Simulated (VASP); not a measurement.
# BaS in VASP: a series of runs

Runs on BaS. Level: PBE. Tasks: single point.

Everything below comes from runs of VASP 6.6.1. Logs are shortened: lines on timing, memory, paths and dates and some standing lists are left out, and cuts for length are marked.

**Experimental background.**

A printed reference work, monograph, original work of 1988 reports, for a bulk crystal of BaS at 2 K: band gap 3.806 eV (indirect).

The runs below are set against these values where they give the same quantity.

## Step 1: The cell of the first run

It takes space group Fm-3m (No. 225, cubic). Conventional cell: a = 6.424 Å, b = 6.424 Å, c = 6.424 Å, α = 90.00°, β = 90.00°, γ = 90.00°. Ba (site symmetry m-3m) has 6 S at 3.21 Å within 4.2 Å. Within 4.2 Å of S (site symmetry m-3m) lie 6 Ba at 3.21 Å.

## Step 2: Single point, PBE

The input, INCAR:

```
  PREC = Accurate
  ENCUT = 520
  EDIFF = 1E-6
  ISMEAR = 0
  SIGMA = 0.01
  LREAL = F
  LASPH = T
  NELM = 60
  ALGO = Normal
  ISIF = 2
  LWAVE = F
  LCHARG = T
  GGA = PE
  LELF = T
  LVHAR = T
  NBANDS = 15
```

The input, KPOINTS:

```
Automatic mesh
0
Gamma
  4 4 4
```

The input, POSCAR:

```
BaS
1.0
    0.0000000000      3.2119099263      3.2119099263
    3.2119099263      0.0000000000      3.2119099263
    3.2119099263      3.2119099263      0.0000000000
Ba S
1 1
Direct
    0.0000000000      0.0000000000      0.0000000000
    0.5000000000      0.5000000000      0.5000000000
```

Potentials or basis: VASP PAW PBE potentials, release 64 (Ba_sv, S).

Run with:

```bash
$ cat potpaw_PBE.64/Ba_sv/POTCAR potpaw_PBE.64/S/POTCAR > POTCAR
$ mpirun -np 1 vasp_std > vasp.out
```

OUTCAR:

```text
PREC = Accurate
   ENCUT = 520
   EDIFF = 1E-6
   ISMEAR = 0
   LREAL = F
   LASPH = T
   NELM = 60
   ISIF = 2
   GGA = PE

 ion  position               nearest neighbor table
   1  0.000  0.000  0.000-   2 3.21   2 3.21   2 3.21   2 3.21   2 3.21   2 3.21
   2  0.500  0.500  0.500-   1 3.21   1 3.21   1 3.21   1 3.21   1 3.21   1 3.21

  LATTYP: Found a face centered cubic cell.
 ALAT       =     6.4238198526

  Lattice vectors:

 A1 = (   0.0000000000,   3.2119099263,   3.2119099263)
 A2 = (   3.2119099263,   0.0000000000,   3.2119099263)
 A3 = (   3.2119099263,   3.2119099263,   0.0000000000)

Analysis of symmetry for initial positions (statically):
=====================================================================
 Subroutine PRICEL returns:
 Original cell was already a primitive cell.

 Routine SETGRP: Setting up the symmetry group for a
 face centered cubic supercell.

 Subroutine GETGRP returns: Found 48 space group operations
 (whereof 48 operations were pure point group operations)
 out of a pool of 48 trial point group operations.

The static configuration has the point symmetry O_h .

Analysis of symmetry for dynamics (positions and initial velocities):
=====================================================================
 Subroutine PRICEL returns:
 Original cell was already a primitive cell.

 Routine SETGRP: Setting up the symmetry group for a
 face centered cubic supercell.

 Subroutine GETGRP returns: Found 48 space group operations
 (whereof 48 operations were pure point group operations)
 out of a pool of 48 trial point group operations.

The dynamic configuration has the point symmetry O_h .

 Subroutine INISYM returns: Found 48 space group operations
 (whereof 48 operations are pure point group operations),
 and found     1 'primitive' translations

----------------------------------------------------------------------------------------

                                     Primitive cell

  volume of cell :      66.2705

  direct lattice vectors                    reciprocal lattice vectors
     0.000000000  3.211909926  3.211909926    -0.155670617  0.155670617  0.155670617
     3.211909926  0.000000000  3.211909926     0.155670617 -0.155670617  0.155670617
     3.211909926  3.211909926  0.000000000     0.155670617  0.155670617 -0.155670617

  length of vectors
     4.542326579  4.542326579  4.542326579     0.269629418  0.269629418  0.269629418

  position of ions in fractional coordinates (direct lattice)
     0.000000000  0.000000000  0.000000000
     0.500000000  0.500000000  0.500000000

  ion indices of the primitive-cell ions
   primitive index   ion index
                 1           1
                 2           2

----------------------------------------------------------------------------------------

 KPOINTS: Automatic mesh

Automatic generation of k-mesh.
 Grid dimensions read from file:
 generate k-points for:    4    4    4

 Generating k-lattice:

  Cartesian coordinates                     Fractional coordinates (reciprocal lattice)
    -0.038917654  0.038917654  0.038917654     0.250000000  0.000000000  0.000000000
     0.038917654 -0.038917654  0.038917654     0.000000000  0.250000000  0.000000000
     0.038917654  0.038917654 -0.038917654     0.000000000  0.000000000  0.250000000

  Length of vectors
     0.067407354  0.067407354  0.067407354

  Shift w.r.t. Gamma in fractional coordinates (k-lattice)
     0.000000000  0.000000000  0.000000000

 Subroutine IBZKPT returns following result:
 ===========================================

 Found      8 irreducible k-points:

 Following reciprocal coordinates:
            Coordinates               Weight
  0.000000  0.000000  0.000000      1.000000
  0.250000  0.000000  0.000000      8.000000
  0.500000  0.000000  0.000000      4.000000
  0.250000  0.250000  0.000000      6.000000
  0.500000  0.250000  0.000000     24.000000
 -0.250000  0.250000  0.000000     12.000000
  0.500000  0.500000  0.000000      3.000000
 -0.250000  0.500000  0.250000      6.000000
   k-points           NKPTS =      8   k-points in BZ     NKDIM =      8   number of bands    NBANDS=     15
   number of dos      NEDOS =    301   number of ions     NIONS =      2
   total plane-waves  NPLWV =  46656
   dimension x,y,z NGX =    36 NGY =   36 NGZ =   36
   dimension x,y,z NGXF=    72 NGYF=   72 NGZF=   72
   ions per type =               1   1
   NGX,Y,Z   is equivalent  to a cutoff of  13.18, 13.18, 13.18 a.u.
   NGXF,Y,Z  is equivalent  to a cutoff of  26.35, 26.35, 26.35 a.u.
 SYSTEM =  unknown system
   PREC   = accura    normal or accurate (medium, high low for compatibility)
   ISTART =      0    job   : 0-new  1-cont  2-samecut
   ICHARG =      2    charge: 1-file 2-atom 10-const
   ISPIN  =      1    spin polarized calculation?
   LNONCOLLINEAR =      F non collinear calculations
   LSORBIT =      F    spin-orbit coupling
   LASPH  =      T    aspherical Exc in radial PAW
   ENCUT  =  520.0 eV  38.22 Ry    6.18 a.u.   8.45  8.45  8.45*2*pi/ulx,y,z
   NELM   =     60;   NELMIN=  2; NELMDL= -5     # of ELM steps
   EDIFF  = 0.1E-05   stopping-criterion for ELM
   LREAL  =      F    real-space projection
   EDIFFG = 0.1E-04   stopping-criterion for IOM
   NSW    =      0    number of steps for IOM
   IBRION =     -1    ionic relax: 0-MD 1-quasi-New 2-CG
   NFREE  =      0    steps in history (QN), initial steepest desc. (CG)
   ISIF   =      2    stress and relaxation
   ISYM   =      2    0-nonsym 1-usesym 2-fastsym
   POTIM  = 0.5000    time-step for ionic-motion
   TEBEG  =    0.0;   TEEND  =   0.0 temperature during run
   PSTRESS=    0.0 pullay stress
   NELECT =      16.0000    total number of electrons
   NUPDOWN=      -1.0000    fix difference up-down
   EMIN   =  10.00;   EMAX   =-10.00  energy-range for DOS
   EFERMI =   0.00;   METHOD = LEGACY
   ISMEAR =     0;   SIGMA  =   0.01  broadening in eV -4-tet -1-fermi 0-gaus
   EFERMI_NEDOS =   21; number of points for ismear=-14 and -15
   IALGO  =     38    algorithm
   IMIX   =      4    mixing-type and parameters
     AMIX     =   0.40;   BMIX     =  1.00
     AMIX_MAG =   1.60;   BMIX_MAG =  1.00
  volume/ion in A,a.u.               =      33.14       223.61
  Fermi-wavevector in a.u.,A,eV,Ry     =   1.019393  1.926373 14.138647  1.039161
  Thomas-Fermi vector in A             =   2.152904
   LORBIT       =      0    0 simple, 1 ext, 2 COOP (PROOUT), +10 PAW based schemes
   GGA     = PE    functional components
   LHFCALC =     F    Hartree Fock is set to
   AEXX    =    0.0000 exact exchange contribution
   IVDW    =     0    specifies the selected vdW correction
   LEPSILON=     F    determine dielectric tensor
   LRPA    =     F    only Hartree local field effects (RPA)
 non-spin polarized calculation
 Gauss-broadening in eV      SIGMA  =   0.01
  energy-cutoff  :      520.00
  volume of cell :       66.27
 maximum number of plane-waves:      1812
 NGX is ok and might be reduce to    36
   NGX = 17   NGY = 17   NGZ = 17

 number of electron      16.0000002 magnetization

 Free energy of the ion-electron system (eV)
  ---------------------------------------------------
  ext. energy  EPLUGINS =         0.00000000
  ---------------------------------------------------
  free energy    TOTEN  =       -10.18734239 eV

  energy without entropy =      -10.18734239  energy(sigma->0) =      -10.18734239

 E-fermi :   1.4372     XC(G=0):  -8.5537

 val. band max:        1.3724497366   @ k =   0.0000   0.0000   0.0000
 cond. band min:       3.5026696506   @ k =   0.5000   0.5000   0.0000
 fundamental gap:      2.1302199140
 Fermi energy:         1.4371718084

 k-point     1 :       0.0000    0.0000    0.0000
  band No.  band energies     occupation
      1     -24.7643      2.00000
      2      -9.8216      2.00000
      3      -9.8216      2.00000
      4      -9.8216      2.00000
      5      -8.9608      2.00000
      6       1.3724      2.00000
      7       1.3724      2.00000
      8       1.3724      2.00000
      9       4.8864      0.00000
     10       5.2326      0.00000
     11       5.2326      0.00000
     12       5.2326      0.00000
     13       6.1407      0.00000
     14       6.1407      0.00000
     15      10.0746      0.00000

 k-point     2 :       0.2500    0.0000    0.0000
  band No.  band energies     occupation
      1     -24.7439      2.00000
      2     -10.4935      2.00000
      3      -9.8401      2.00000
      4      -9.8401      2.00000
      5      -8.2408      2.00000
      6       0.2438      2.00000
      7       0.7653      2.00000
      8       0.7653      2.00000
      9       5.4545      0.00000
     10       6.1005      0.00000
     11       6.1005      0.00000
     12       6.6569      0.00000
     13       7.6930      0.00000
     14       7.6930      0.00000
     15      11.8692      0.00000

 k-point     3 :       0.5000    0.0000    0.0000
  band No.  band energies     occupation
      1     -24.7233      2.00000
      2     -10.8825      2.00000
      3      -9.8583      2.00000
      4      -9.8583      2.00000
      5      -7.7976      2.00000
      6      -0.5287      2.00000
      7       0.3170      2.00000
      8       0.3170      2.00000
      9       6.8525      0.00000
     10       7.0080      0.00000
     11       7.6084      0.00000
     12       7.6084      0.00000
     13      10.1673      0.00000
     14      10.1676      0.00000
     15      10.2900      0.00000
[... 55 lines left out ...]
 k-point     7 :       0.5000    0.5000    0.0000
  band No.  band energies     occupation
      1     -24.7113      2.00000
      2     -10.2755      2.00000
      3     -10.0009      2.00000
      4     -10.0009      2.00000
      5      -8.8665      2.00000
      6       0.8292      2.00000
      7       1.2269      2.00000
      8       1.2269      2.00000
      9       3.5027      0.00000
     10       7.2565      0.00000
     11       7.2912      0.00000
     12       8.7681      0.00000
     13       8.7681      0.00000
     14       8.9097      0.00000
     15       9.8322      0.00000

 k-point     8 :      -0.2500    0.5000    0.2500
  band No.  band energies     occupation
      1     -24.7109      2.00000
      2     -10.3086      2.00000
      3     -10.1408      2.00000
      4     -10.1408      2.00000
      5      -8.3731      2.00000
      6       0.2795      2.00000
      7       0.8712      2.00000
      8       0.8712      2.00000
      9       5.6391      0.00000
     10       5.6391      0.00000
     11       7.5752      0.00000
     12       8.1756      0.00000
     13       8.7907      0.00000
     14      10.7516      0.00000
     15      11.8784      0.00000

------------------------ aborting loop because EDIFF is reached ----------------------------------------

  FORCE on cell =-STRESS in cart. coord.  units (eV):
  Direction    XX          YY          ZZ          XY          YZ          ZX
  --------------------------------------------------------------------------------------
  -------------------------------------------------------------------------------------
  Total        0.2819037      0.2819037      0.2819037      0.0000000     -0.0000000      0.0000000
  in kB        6.8153994      6.8153994      6.8153994      0.0000000     -0.0000000      0.0000000
  external PRESSURE =       6.8153994 kB  Pullay stress =       0.0000000 kB

 VOLUME and BASIS-vectors are now :
 -----------------------------------------------------------------------------
  energy-cutoff  :      520.00
  volume of cell :       66.27
      direct lattice vectors                 reciprocal lattice vectors
     0.000000000  3.211909926  3.211909926    -0.155670617  0.155670617  0.155670617
     3.211909926  0.000000000  3.211909926     0.155670617 -0.155670617  0.155670617
     3.211909926  3.211909926  0.000000000     0.155670617  0.155670617 -0.155670617

 POSITION                                       TOTAL-FORCE (eV/Angst)
 -----------------------------------------------------------------------------------
      0.00000      0.00000      0.00000         0.000000     -0.000000      0.000000
      3.21191      3.21191      3.21191        -0.000000      0.000000     -0.000000
 -----------------------------------------------------------------------------------
    total drift:                                0.000000      0.000000      0.000000

  FREE ENERGIE OF THE ION-ELECTRON SYSTEM (eV)
  ---------------------------------------------------
  free  energy   TOTEN  =       -10.1873423856 eV

  energy  without entropy=      -10.1873423856  energy(sigma->0) =      -10.18734239
```

Run time: 18 s. Hardware: 1 thread of Intel Xeon 8259CL, shared host; peak memory 0.2 GiB.

What came out:

```yaml
Free_energy: -10.1873 eV
Pressure: 0.7 GPa
Band_gap_on_the_k_mesh: 2.13 eV, indirect (least direct gap 2.28 eV)
```

Levels at points of the mesh, in eV from the valence-band top:
```
           k point  band 6  band 7  band 8  band 9  band 10  band 11
(0.00, 0.00, 0.00)    0.00    0.00    0.00    3.51     3.86     3.86
(0.50, 0.00, 0.00)   -1.90   -1.06   -1.06    5.48     5.64     6.24
(0.50, 0.50, 0.00)   -0.54   -0.15   -0.15    2.13     5.88     5.92
```

Caveat: the k points lie up to 0.42 Å⁻¹ apart; spin-orbit coupling is left out, which moves the levels of the heavy elements.

(Continued in part 2 of 2.)
